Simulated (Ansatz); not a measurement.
Runs of Ansatz 0.2.0 on NaCl. Symmetry: Fm-3m, No. 225, cubic system. Conventional cell: a = 5.588 Å, b = 5.588 Å, c = 5.588 Å, α = 90.00°, β = 90.00°, γ = 90.00°. Around Cl (site symmetry m-3m) lie 6 Na at 2.79 Å. Na (site symmetry m-3m) is surrounded by 6 Cl at 2.79 Å. The cell is a database's computed one.

```csv
task,level,cell,k mesh,screening (1/Å),share of exact exchange,mesh quality,gap on the mesh (eV),pressure (GPa),relaxed volume (Å³/atom)
relaxation of cell and atoms,PBE+D3(BJ),relaxed,8 × 8 × 8,-,-,not flagged,5.23,0.0,21.73
single point,HSE06 form with a typed share of exact exchange,as given,4 × 4 × 4,0.15,0.25,coarse,6.78,0.9,-
relaxation of cell and atoms,PBE,relaxed,8 × 8 × 8,-,-,not flagged,(c),0.0,23.06
single point,HSE06 form with a typed share of exact exchange,as given,4 × 4 × 4,0.2,0.05,coarse,5.49,1.4,-
relaxation of cell and atoms,PBE+D4,relaxed,8 × 8 × 8,-,-,not flagged,5.12,0.0,22.37
single point,HSE06 form with a typed share of exact exchange,as given,4 × 4 × 4,0.3,0.25,coarse,6.36,1.0,-
single point,HSE06 form with a typed share of exact exchange,as given,4 × 4 × 4,0.2,0.3,coarse,6.91,0.8,-
single point,HSE06 form with a typed share of exact exchange,as given,4 × 4 × 4,0.1,0.25,coarse,6.95,0.9,-
single point,HSE06 form with a typed share of exact exchange,as given,4 × 4 × 4,0.2,0.1,coarse,(a),1.3,-
single point,HSE06 form with a typed share of exact exchange,as given,4 × 4 × 4,0.2,0.4,coarse,7.49,(b),-
single point,HSE06 form with a typed share of exact exchange,as given,4 × 4 × 4,0.2,0.25,coarse,6.62,1.0,-
single point,PBE,as given,8 × 8 × 8,-,-,not flagged,5.22,1.5,-
```

Alike in all rows: potentials or basis Ansatz PAW; no spin polarisation; cutoff (eV) 420; smearing fermi-dirac 0.05 eV.

Problem. Fill in the values left out.

Solution. (a) 5.77; (b) 0.6; (c) 5.00.

Caveats: some runs use coarse meshes; the PAW data sets come from PBE, with cores solved anew for the run's functional, which leaves a small shift of forces and pressure (some runs); the thresholds are loose for stress (some runs); the plane-wave basis is chosen anew once the cell has moved, so the energies of steps on either side of that aren't comparable (some runs).

A k mesh can miss the band edges.
